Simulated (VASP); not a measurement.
# TiO₂: extra electron on Ti

TiO₂, Cmcm (no. 63), 72 atoms in the cell. PBE, DFT+U, excess carrier in a supercell; PAW potentials Ti_sv, O (PBE set).

Charge (e): -1; Cation: Ti.

## Input

INCAR.step1:
```
SYSTEM = TiO2
PREC = Accurate
ENCUT = 600
EDIFF = 1E-7
ISMEAR = 0
SIGMA = 0.05
ALGO = Normal
LREAL = .FALSE.
LASPH = .TRUE.
NELM = 100
LWAVE = .FALSE.
LCHARG = .FALSE.
IBRION = 2
NSW = 30
ISIF = 3
EDIFFG = -0.005
LDAU = .TRUE.
LDAUTYPE = 2
LDAUL = 2 -1
LDAUU = 5 0
LDAUJ = 0 0
LMAXMIX = 4
KPAR = 4
```

INCAR.step2:
```
SYSTEM = TiO2
PREC = Accurate
ENCUT = 460
EDIFF = 1E-6
ISMEAR = 0
SIGMA = 0.05
ALGO = Normal
LREAL = Auto
LASPH = .TRUE.
NELM = 100
LWAVE = .FALSE.
LCHARG = .FALSE.
LORBIT = 11
LDAU = .TRUE.
LDAUTYPE = 2
LDAUL = 2 -1
LDAUU = 5 0
LDAUJ = 0 0
LMAXMIX = 4
KPAR = 2
NCORE = 2
```

INCAR.step3, as INCAR.step2 but for:
```
+ ISPIN = 2
+ MAGMOM = 0.042 0.042 0.042 0.042 0.042 0.042 0.042 0.042 0.042 0.042 0.042 0.042 0.042 0.042 0.042 0.042 0.042 0.042 0.042 0.042 0.042 0.042 0.042 0.042 0.0 0.0 0.0 0.0 0.0 0.0 0.0 0.0 0.0 0.0 0.0 0.0 0.0 0.0 0.0 0.0 0.0 0.0 0.0 0.0 0.0 0.0 0.0 0.0 0.0 0.0 0.0 0.0 0.0 0.0 0.0 0.0 0.0 0.0 0.0 0.0 0.0 0.0 0.0 0.0 0.0 0.0 0.0 0.0 0.0 0.0 0.0 0.0
+ NUPDOWN = 1
+ NELECT = 577.0
```

INCAR.step4:
```
SYSTEM = TiO2
PREC = Accurate
ENCUT = 460
EDIFF = 1E-5
ISMEAR = 0
SIGMA = 0.05
ALGO = Normal
LREAL = Auto
LASPH = .TRUE.
NELM = 100
LWAVE = .FALSE.
LCHARG = .FALSE.
ISPIN = 2
LORBIT = 11
LDAU = .TRUE.
LDAUTYPE = 2
LDAUL = 2 -1
LDAUU = 5 0
LDAUJ = 0 0
LMAXMIX = 4
KPAR = 2
NCORE = 2
MAGMOM = 1.0 0.0 0.0 0.0 0.0 0.0 0.0 0.0 0.0 0.0 0.0 0.0 0.0 0.0 0.0 0.0 0.0 0.0 0.0 0.0 0.0 0.0 0.0 0.0 0.0 0.0 0.0 0.0 0.0 0.0 0.0 0.0 0.0 0.0 0.0 0.0 0.0 0.0 0.0 0.0 0.0 0.0 0.0 0.0 0.0 0.0 0.0 0.0 0.0 0.0 0.0 0.0 0.0 0.0 0.0 0.0 0.0 0.0 0.0 0.0 0.0 0.0 0.0 0.0 0.0 0.0 0.0 0.0 0.0 0.0 0.0 0.0
NUPDOWN = 1
ISYM = 0
IBRION = 2
NSW = 40
EDIFFG = -0.03
NELECT = 577.0
```

KPOINTS.step1:
```
k-points
0
Gamma
  8 8 3
```

KPOINTS.step2:
```
k-points
0
Gamma
  2 1 1
```

POSCAR.step1:
```
TiO2
1.0
    1.4740970000     -4.7965300000      0.0000000000
    1.4740970000      4.7965300000      0.0000000000
    0.0000000000      0.0000000000     10.2352230000
Ti O
4 8
Direct
    0.8669130000      0.1330870000      0.0831420000
    0.1330870000      0.8669130000      0.9168580000
    0.8669130000      0.1330870000      0.4168580000
    0.1330870000      0.8669130000      0.5831420000
    0.5000000000      0.5000000000      0.0000000000
    0.5000000000      0.5000000000      0.5000000000
    0.9342350000      0.0657650000      0.2500000000
    0.0657650000      0.9342350000      0.7500000000
    0.7544000000      0.2456000000      0.6028660000
    0.2456000000      0.7544000000      0.3971340000
    0.2456000000      0.7544000000      0.1028660000
    0.7544000000      0.2456000000      0.8971340000
```

POSCAR.step2:
```
TiO2
1.0
    9.0143761076      0.0000000000      0.0000000000
    0.0000000000      9.6988645352      0.0000000000
    0.0000000000      0.0000000000     10.2430236219
Ti O
24 48
Direct
    0.1666666670      0.6346218700      0.0804484110
    0.3333333330      0.1346218700      0.0804484110
    0.5000000000      0.6346218700      0.0804484110
    0.6666666670      0.1346218700      0.0804484110
    0.8333333330      0.6346218700      0.0804484110
    0.0000000000      0.1346218700      0.0804484110
    0.1666666670      0.3653781300      0.9195515890
    0.3333333330      0.8653781300      0.9195515890
    0.5000000000      0.3653781300      0.9195515890
    0.6666666670      0.8653781300      0.9195515890
    0.8333333330      0.3653781300      0.9195515890
    0.0000000000      0.8653781300      0.9195515890
    0.1666666670      0.6346218700      0.4195515890
    0.3333333330      0.1346218700      0.4195515890
    0.5000000000      0.6346218700      0.4195515890
    0.6666666670      0.1346218700      0.4195515890
    0.8333333330      0.6346218700      0.4195515890
    0.0000000000      0.1346218700      0.4195515890
    0.1666666670      0.3653781300      0.5804484110
    0.3333333330      0.8653781300      0.5804484110
    0.5000000000      0.3653781300      0.5804484110
    0.6666666670      0.8653781300      0.5804484110
    0.8333333330      0.3653781300      0.5804484110
    0.0000000000      0.8653781300      0.5804484110
    0.1666666670      0.0000000000      0.0000000000
    0.3333333330      0.5000000000      0.0000000000
    0.5000000000      0.0000000000      0.0000000000
    0.6666666670      0.5000000000      0.0000000000
    0.8333333330      0.0000000000      0.0000000000
    0.0000000000      0.5000000000      0.0000000000
    0.1666666670      0.0000000000      0.5000000000
    0.3333333330      0.5000000000      0.5000000000
    0.5000000000      0.0000000000      0.5000000000
    0.6666666670      0.5000000000      0.5000000000
    0.8333333330      0.0000000000      0.5000000000
    0.0000000000      0.5000000000      0.5000000000
    0.1666666670      0.5676047830      0.2500000000
    0.3333333330      0.0676047830      0.2500000000
    0.5000000000      0.5676047830      0.2500000000
    0.6666666670      0.0676047830      0.2500000000
    0.8333333330      0.5676047830      0.2500000000
    0.0000000000      0.0676047830      0.2500000000
    0.1666666670      0.4323952170      0.7500000000
    0.3333333330      0.9323952170      0.7500000000
    0.5000000000      0.4323952170      0.7500000000
    0.6666666670      0.9323952170      0.7500000000
    0.8333333330      0.4323952170      0.7500000000
    0.0000000000      0.9323952170      0.7500000000
    0.1666666670      0.7424319500      0.6014099090
    0.3333333330      0.2424319500      0.6014099090
    0.5000000000      0.7424319500      0.6014099090
    0.6666666670      0.2424319500      0.6014099090
    0.8333333330      0.7424319500      0.6014099090
    0.0000000000      0.2424319500      0.6014099090
    0.1666666670      0.2575680500      0.3985900910
    0.3333333330      0.7575680500      0.3985900910
    0.5000000000      0.2575680500      0.3985900910
    0.6666666670      0.7575680500      0.3985900910
    0.8333333330      0.2575680500      0.3985900910
    0.0000000000      0.7575680500      0.3985900910
    0.1666666670      0.2575680500      0.1014099090
    0.3333333330      0.7575680500      0.1014099090
    0.5000000000      0.2575680500      0.1014099090
    0.6666666670      0.7575680500      0.1014099090
    0.8333333330      0.2575680500      0.1014099090
    0.0000000000      0.7575680500      0.1014099090
    0.1666666670      0.7424319500      0.8985900910
    0.3333333330      0.2424319500      0.8985900910
    0.5000000000      0.7424319500      0.8985900910
    0.6666666670      0.2424319500      0.8985900910
    0.8333333330      0.7424319500      0.8985900910
    0.0000000000      0.2424319500      0.8985900910
```

POSCAR.step4:
```
TiO2
1.0
    9.0143761076      0.0000000000      0.0000000000
    0.0000000000      9.6988645352      0.0000000000
    0.0000000000      0.0000000000     10.2430236219
Ti O
24 48
Direct
    0.1666666670      0.6346218700      0.0804484110
    0.3333333330      0.1346218700      0.0804484110
    0.5000000000      0.6346218700      0.0804484110
    0.6666666670      0.1346218700      0.0804484110
    0.8333333330      0.6346218700      0.0804484110
    0.0000000000      0.1346218700      0.0804484110
    0.1666666670      0.3653781300      0.9195515890
    0.3333333330      0.8653781300      0.9195515890
    0.5000000000      0.3653781300      0.9195515890
    0.6666666670      0.8653781300      0.9195515890
    0.8333333330      0.3653781300      0.9195515890
    0.0000000000      0.8653781300      0.9195515890
    0.1666666670      0.6346218700      0.4195515890
    0.3333333330      0.1346218700      0.4195515890
    0.5000000000      0.6346218700      0.4195515890
    0.6666666670      0.1346218700      0.4195515890
    0.8333333330      0.6346218700      0.4195515890
    0.0000000000      0.1346218700      0.4195515890
    0.1666666670      0.3653781300      0.5804484110
    0.3333333330      0.8653781300      0.5804484110
    0.5000000000      0.3653781300      0.5804484110
    0.6666666670      0.8653781300      0.5804484110
    0.8333333330      0.3653781300      0.5804484110
    0.0000000000      0.8653781300      0.5804484110
    0.1666666670      0.0000000000      0.0000000000
    0.3398340610      0.4947622730      0.9967001930
    0.5000000000      0.0000000000      0.0000000000
    0.6666666670      0.5000000000      0.0000000000
    0.8333333330      0.0000000000      0.0000000000
    0.9934992730      0.4947622730      0.9967001930
    0.1666666670      0.0000000000      0.5000000000
    0.3333333330      0.5000000000      0.5000000000
    0.5000000000      0.0000000000      0.5000000000
    0.6666666670      0.5000000000      0.5000000000
    0.8333333330      0.0000000000      0.5000000000
    0.0000000000      0.5000000000      0.5000000000
    0.1666666670      0.5643260480      0.2582202290
    0.3333333330      0.0676047830      0.2500000000
    0.5000000000      0.5676047830      0.2500000000
    0.6666666670      0.0676047830      0.2500000000
    0.8333333330      0.5676047830      0.2500000000
    0.0000000000      0.0676047830      0.2500000000
    0.1666666670      0.4323952170      0.7500000000
    0.3333333330      0.9323952170      0.7500000000
    0.5000000000      0.4323952170      0.7500000000
    0.6666666670      0.9323952170      0.7500000000
    0.8333333330      0.4323952170      0.7500000000
    0.0000000000      0.9323952170      0.7500000000
    0.1666666670      0.7424319500      0.6014099090
    0.3333333330      0.2424319500      0.6014099090
    0.5000000000      0.7424319500      0.6014099090
    0.6666666670      0.2424319500      0.6014099090
    0.8333333330      0.7424319500      0.6014099090
    0.0000000000      0.2424319500      0.6014099090
    0.1666666670      0.2575680500      0.3985900910
    0.3333333330      0.7575680500      0.3985900910
    0.5000000000      0.2575680500      0.3985900910
    0.6666666670      0.7575680500      0.3985900910
    0.8333333330      0.2575680500      0.3985900910
    0.0000000000      0.7575680500      0.3985900910
    0.1666666670      0.2575680500      0.1014099090
    0.3411208940      0.7632800590      0.1023471330
    0.5000000000      0.2575680500      0.1014099090
    0.6666666670      0.7575680500      0.1014099090
    0.8333333330      0.2575680500      0.1014099090
    0.9922124390      0.7632800590      0.1023471330
    0.1666666670      0.7466180070      0.8916097300
    0.3333333330      0.2424319500      0.8985900910
    0.5000000000      0.7424319500      0.8985900910
    0.6666666670      0.2424319500      0.8985900910
    0.8333333330      0.7424319500      0.8985900910
    0.0000000000      0.2424319500      0.8985900910
```

Commands (each step's output is kept before the next begins):
```
cat potpaw_PBE.64/Ti_sv/POTCAR potpaw_PBE.64/O/POTCAR > POTCAR
cp INCAR.step1 INCAR
cp KPOINTS.step1 KPOINTS
cp POSCAR.step1 POSCAR
mpirun -np 4 vasp_std > vasp.out
rm WAVECAR CHG
cp INCAR.step2 INCAR
cp KPOINTS.step2 KPOINTS
cp POSCAR.step2 POSCAR
mpirun -np 4 vasp_std > vasp.out
rm WAVECAR CHG
cp INCAR.step3 INCAR
mpirun -np 4 vasp_std > vasp.out
rm WAVECAR CHG
cp INCAR.step4 INCAR
cp POSCAR.step4 POSCAR
mpirun -np 4 vasp_std > vasp.out
```

## Result

- Trapped less spread-out state (eV): -0.405
- Largest moment of a site (μB): 0.84
- The same in the spread-out state (μB): 0.04
- Change of that cation's bonds (Å): 0.069
- Electron's level over the valence top (eV): 1.32
- Host's gap (eV): 2.72
- Trapped: yes

Supercell on the primitive cell's vectors: (3 3 0), (-1 1 0), (0 0 1).

Limits: whether the electron traps hangs on U and on the cell's size; the cell is charged against a uniform background and no finite-size correction is added.

VASP 6.6.1 took 8764 s on 4 cores (Intel Xeon Platinum 8259CL @ 2.50GHz (Skylake/Cascade Lake)), a shared host.
